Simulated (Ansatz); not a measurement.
## Nb: pressure and energy change per atom as volume scale varies

Plane-wave DFT, scalar-relativistic PAW made under PBE with cores redone for the functional, no dispersion; the given relaxed cell is scaled uniformly, energy at zero smearing counts from the unscaled cell, pressure at the given Fermi-Dirac smearing is positive in compression. The results are calculated, by Ansatz 0.2.0.

The cell before it is scaled or strained (space group Im-3m, No. 229):
```
CELL_PARAMETERS angstrom
-1.67580 1.67580 1.67580
1.67580 -1.67580 1.67580
1.67580 1.67580 -1.67580
ATOMIC_POSITIONS crystal
Nb 0.00000 0.00000 0.00000
```

Settings of every row: spin polarised no; functional BLYP; wave cutoff 420 eV; smearing width 0.1 eV; k mesh 22x22x22.

Atom starting moment: 0 on all atoms.

| row | volume scale | V (Å³/atom) | pressure (GPa) | energy change per atom (meV) |
| --- | --- | --- | --- | --- |
| 1 | 0.88 | 16.566 | 25.72 | 162.61 |
| 2 | 0.92 | 17.319 | 15.57 | 67.64 |
| 3 | 0.96 | 18.072 | ? | ? |
| 4 | 1.04 | 19.578 | -5.47 | 13.78 |
| 5 | 1.08 | 20.331 | -10.17 | 52.02 |
| 6 | 1.12 | 21.084 | -14.01 | 110.31 |

Question: what pressure and energy change per atom should row 3 give?

Worked fit of pressure. Take u = (V_r/V)^(2/3) − 1 with V_r = 19.578 Å³ an atom, which is twice the finite (Eulerian) strain; such expansions in the strain, on which the Birch-Murnaghan equation of state is built, carry the rest volume and the bulk modulus. The shown rows have u = 0.11781, 0.08517, 0, -0.02485, -0.0482. Least squares give pressure = −5.481 + 202.26 × u + 530.28 × u² GPa; a straight line predicts inner rows, each left out in turn, worse (root mean square 1.5 against 0.03 GPa). The rows lie off it by 0.01, -0.02, 0.01, 0.01, -0.01. The pressure vanishes at u = 0.0254, or V = 18.85 Å³ an atom, and there the bulk modulus at fixed shape and fractions is B = −V dP/dV = (2/3)(1 + u) dP/du = 157 GPa. The withheld row has u = 0.05481, so the fit gives −5.481 + 202.26 × (0.05481) + 530.28 × (0.05481)² = 7.20 GPa.

The calculation gave 7.18 GPa. The fit lies 0.02 GPa (0.05 % of the column's range) above it; its largest miss of a shown row is 0.02 GPa.

Worked fit of energy change per atom. Take u = (V_r/V)^(2/3) − 1 with V_r = 19.578 Å³ an atom, which is twice the finite (Eulerian) strain; such expansions in the strain, on which the Birch-Murnaghan equation of state is built, carry the rest volume and the bulk modulus. The shown rows have u = 0.11781, 0.08517, 0, -0.02485, -0.0482. Least squares give energy change per atom = 14.061 − 1046.731 × u + 19608.74 × u² meV; a straight line predicts inner rows, each left out in turn, worse (root mean square 55 against 0.69 meV). The rows lie off it by -0.29, 0.49, -0.28, -0.16, 0.24 (root mean square 0.31 meV). The withheld row has u = 0.05481, so the fit gives 14.061 − 1046.731 × (0.05481) + 19608.74 × (0.05481)² = 15.60 meV.

The calculation gave 15.89 meV. The fit lies 0.29 meV (1.8 % of the value, 0.19 % of the column's range) below it; its largest miss of a shown row is 0.49 meV.
